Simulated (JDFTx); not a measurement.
# TiC: equation of state with r2SCAN

TiC:

```
Ti C
1.0
     0.00000    2.16572    2.16572
     2.16572    0.00000    2.16572
     2.16572    2.16572    0.00000
Ti C
1 1
Direct
  0.00000 0.00000 0.00000
  0.50000 0.50000 0.50000
```

The cell is a database's computed one.

```
Program             : JDFTx 1.7.0 (patched build)
Task                : equation of state
Functional          : r2SCAN
Potentials or basis : SG15-PBE-1.2 with smoothed tails
Cutoff              : 1361 eV
Density cutoff      : 10885 eV
k mesh              : 11 × 11 × 11
Occupations         : fermi-dirac, width 0.05 eV
Spin                : no spin polarisation
```

| Property | Result |
| --- | --- |
| Equilibrium volume | 10.13 Å³/atom |
| Bulk modulus | 264 GPa |
| Pressure derivative of the bulk modulus | 4.0 |

Energy against volume, from the lowest point:
```csv
volume (Å³/atom),energy (meV/atom)
9.548,30.07
9.752,12.23
9.955,2.46
10.158,0.00
10.361,4.15
10.564,14.29
10.767,29.87
```

Caveat: the potentials were made for another functional, which shifts forces and pressure.
